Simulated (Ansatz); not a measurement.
**Molecular dynamics of Li**

Input:

```yaml
crystal:
  lattice:
    - [7.312873, 0.0, 0.0]
    - [0.0, 7.312873, 0.0]
    - [0.0, 0.0, 7.312873]
  atoms:
    - { symbol: Li, position: [0.12614235, 0.06681606, 0.05440961] }
    - { symbol: Li, position: [0.59557858, 0.2234725, -0.07615712] }
    - { symbol: Li, position: [0.18627158, 0.69735959, 0.04394577] }
    - { symbol: Li, position: [0.0321553, 0.06877768, 0.52452093] }
    - { symbol: Li, position: [0.30251681, 0.21054535, 0.27642554] }
    - { symbol: Li, position: [0.58361821, 0.72201309, -0.23099759] }
    - { symbol: Li, position: [0.59199756, 0.07633709, 0.41568351] }
    - { symbol: Li, position: [0.91176671, 0.31654038, 0.2039542] }
    - { symbol: Li, position: [0.02806763, 0.63381065, 0.32019639] }
    - { symbol: Li, position: [0.44890662, 0.75341558, 0.22238902] }
    - { symbol: Li, position: [0.25528692, 0.22789567, 0.75705014] }
    - { symbol: Li, position: [0.51920197, 0.44328066, 0.48791287] }
    - { symbol: Li, position: [0.84405748, 0.83516126, 0.16337848] }
    - { symbol: Li, position: [0.80712445, 0.22595253, 0.71802352] }
    - { symbol: Li, position: [0.29738349, 0.89270092, 0.53997884] }
    - { symbol: Li, position: [0.94348531, 0.65253992, 0.69395102] }
basis:
  ecutwfc: 420.0
kpoints:
  mp_grid: { grid: [2, 2, 2] }
hamiltonian:
  xc: pbe
scf:
  occupations: { method: fermi_dirac, width: 0.16 }
  lower_state_search: "off"
md:
  timestep: 1
  n_steps: 400
  ensemble: nvt_langevin
  temperature: 1440.0
  initial_velocities: maxwell_boltzmann
  seed: 1203
  friction: 0.02
  temperature_schedule:
    - { n_steps: 300, end_temperature: 300.0 }
    - { n_steps: 100, end_temperature: 300.0 }
```

Run as:

```bash
$ ansatz run input.yaml --threads 1 --pin off --max-ram 3072MiB --backend cpu --events-out ev --progress --plain --runs-dir out
```

It goes on from the last frame of an earlier run, with new velocities.

Output, in part (step lines):

```
md step     0: t =     0.00 fs  T =  1350.0 K (target 1440.0 K)  F+E_penalty+E_count = -3270.50015901 eV  E_kin = 2.792016 eV  (7 SCF iters)
md step     1: t =     1.00 fs  T =  1385.4 K (target 1438.1 K)  F+E_penalty+E_count = -3270.44090569 eV  E_kin = 2.865191 eV  (6 SCF iters)
md step     2: t =     2.00 fs  T =  1268.2 K (target 1434.3 K)  F+E_penalty+E_count = -3270.38603948 eV  E_kin = 2.622887 eV  (6 SCF iters)
md step     3: t =     3.00 fs  T =  1304.9 K (target 1430.5 K)  F+E_penalty+E_count = -3270.34231346 eV  E_kin = 2.698759 eV  (6 SCF iters)
md step     4: t =     4.00 fs  T =  1318.1 K (target 1426.7 K)  F+E_penalty+E_count = -3270.30979693 eV  E_kin = 2.725982 eV  (6 SCF iters)
md step     5: t =     5.00 fs  T =  1211.5 K (target 1422.9 K)  F+E_penalty+E_count = -3270.30129451 eV  E_kin = 2.505660 eV  (5 SCF iters)
md step     6: t =     6.00 fs  T =  1163.4 K (target 1419.1 K)  F+E_penalty+E_count = -3270.31970110 eV  E_kin = 2.406117 eV  (5 SCF iters)
md step     7: t =     7.00 fs  T =  1189.9 K (target 1415.3 K)  F+E_penalty+E_count = -3270.36401230 eV  E_kin = 2.460869 eV  (5 SCF iters)
[... lines left out ...]
md step   399: t =   399.00 fs  T =   275.8 K (target 300.0 K)  F+E_penalty+E_count = -3273.94617636 eV  E_kin = 0.570372 eV  (5 SCF iters)
md step   400: t =   400.00 fs  T =   285.5 K (target 300.0 K)  F+E_penalty+E_count = -3273.94019566 eV  E_kin = 0.590390 eV  (6 SCF iters)
```

The steps, from the saved trajectory:

| time (fs) | T (K) | potential energy less start (eV) |
| --- | --- | --- |
| 0.0 | 1350 | 0.000 |
| 13.0 | 1453 | -0.280 |
| 26.0 | 983 | -0.643 |
| 39.0 | 1122 | -0.721 |
| 52.0 | 1316 | -1.299 |
| 65.0 | 1256 | -1.461 |
| 78.0 | 1531 | -1.049 |
| 91.0 | 1467 | -0.869 |
| 104.0 | 866 | -0.612 |
| 117.0 | 968 | -0.809 |
| 130.0 | 1299 | -1.439 |
| 143.0 | 1064 | -1.571 |
| 156.0 | 1123 | -1.536 |
| 169.0 | 1035 | -1.494 |
| 182.0 | 1096 | -1.185 |
| 195.0 | 983 | -1.308 |
| 208.0 | 863 | -1.472 |
| 221.0 | 751 | -1.680 |
| 234.0 | 792 | -1.884 |
| 247.0 | 808 | -1.799 |
| 260.0 | 698 | -1.997 |
| 273.0 | 815 | -2.511 |
| 286.0 | 774 | -2.794 |
| 299.0 | 581 | -2.901 |
| 312.0 | 489 | -2.998 |
| 325.0 | 478 | -3.306 |
| 338.0 | 426 | -3.525 |
| 351.0 | 362 | -3.576 |
| 364.0 | 342 | -3.524 |
| 377.0 | 325 | -3.540 |
| 390.0 | 355 | -3.516 |

All steps were run. The schedule's set-point averaged 395 K over the second half and the system 589 K, so it lags behind the ramp. A run of 0.4 ps of so small a system gives no equilibrium averages. Limits of this set-up: coarse k mesh.

Mean squared displacements from the first frame to the last, about the centre of mass: Li 1.53 Å².

Last frame:

```xyz
16
Lattice="7.3129 0.0000 0.0000 0.0000 7.3129 0.0000 0.0000 0.0000 7.3129" Properties=species:S:1:pos:R:3
Li 1.241 -1.009 -1.194
Li 4.377 2.547 -1.083
Li 1.390 3.001 -1.217
Li 1.245 -1.147 2.947
Li 2.765 0.955 0.970
Li 4.450 6.524 -1.070
Li 4.596 -0.424 2.723
Li 6.834 1.407 0.360
Li 1.171 2.784 2.672
Li 3.091 4.325 0.550
Li 2.615 1.123 4.223
Li 4.765 2.667 2.438
Li 6.524 4.785 0.588
Li 7.073 1.104 4.734
Li 3.001 4.352 4.141
Li 5.975 4.275 4.589
```

The run took 19 min on 1 thread of Intel(R) Xeon(R) Platinum 8488C (Sapphire Rapids), on a shared host, peak memory 0.7 GiB.
